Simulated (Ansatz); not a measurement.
ZrN under pressure

Theory: DFT PBEsol, scalar-relativistic, plane waves, PAW (Ansatz). Cutoff 420 eV, 16×16×16 k-points (Γ-centred), Fermi-Dirac smearing of 0.15 eV. No spin polarisation. Phonons by linear response, acoustic sum rule imposed.

Relaxed structure:
```
Zr N
1.0
     0.00000    2.27654    2.27654
     2.27654    0.00000    2.27654
     2.27654    2.27654    0.00000
Zr N
1 1
Direct
  0.00000 0.00000 0.00000
  0.50000 0.50000 0.50000
```

In a metal, frequencies and elastic constants depend on the k mesh and the smearing, soft modes and shear constants most.

**Question.** The cell is relaxed again at -1 and 1 and 2 and 3 and 4 and 6 and 8 and 12 and 15 and 16 and 20 and 25 and 30 and 40 and 50 GPa. How do volume, gap and optical modes at Γ (cm⁻¹, counted from the lowest optical one; a degenerate one stands once) change?

**Answer.**
|  | 0 GPa | -1 GPa | 1 GPa | 2 GPa | 3 GPa | 4 GPa | 6 GPa | 8 GPa | 12 GPa | 15 GPa | 16 GPa | 20 GPa | 25 GPa | 30 GPa | 40 GPa | 50 GPa |
| --- | --- | --- | --- | --- | --- | --- | --- | --- | --- | --- | --- | --- | --- | --- | --- | --- |
| V/V0 | 1.000 | 1.004 | 0.996 | 0.993 | 0.989 | 0.986 | 0.979 | 0.972 | 0.960 | 0.951 | 0.948 | 0.937 | 0.924 | 0.912 | 0.890 | 0.871 |
| gap (eV) | 0.00 | 0.00 | 0.00 | 0.00 | 0.00 | 0.00 | 0.00 | 0.00 | 0.00 | 0.00 | 0.00 | 0.00 | 0.00 | 0.00 | 0.00 | 0.00 |
| mode 1 | 499 | 495 | 502 | 506 | 509 | 513 | 520 | 526 | 539 | 548 | 551 | 563 | 577 | 590 | 614 | 637 |

Cost: 16 runs of about 6.1 core-minutes in all, on AMD EPYC 9R45 (Zen 5), Intel Xeon Platinum 8259CL (Skylake/Cascade Lake), Intel Xeon Platinum 8488C (Sapphire Rapids) and other processors (shared hosts).